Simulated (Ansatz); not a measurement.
Te:

```
CELL_PARAMETERS angstrom
2.30590 1.33131 1.69095
-2.30590 1.33131 1.69095
0.00000 -2.66263 1.69095
ATOMIC_POSITIONS crystal
Te 0.50000 0.50000 0.50000
```

This isn't the form of Te at room conditions, which is trigonal, of chains.

Base run:

- Program: Ansatz 0.2.0
- Functional: PBEsol
- Potentials or basis: all-electron LAPW, inner shells corrected to Dirac's equation
- Cutoff: 179 eV (chosen from the basis error)
- Basis error allowed: 0.001 eV/atom
- k mesh: 9 × 9 × 9
- Occupations: fermi-dirac, width 0.05 eV
- Spin: no spin polarisation

Its results: pressure -0.1 GPa.

Q: The run is repeated on the same cell with these changes: potentials or basis from all-electron LAPW, inner shells corrected to Dirac's equation to all-electron LAPW, non-relativistic. What comes out?

A: Pressure 0.7 GPa.

Caveats: relativity is left out, which matters for the heavier elements (some runs).
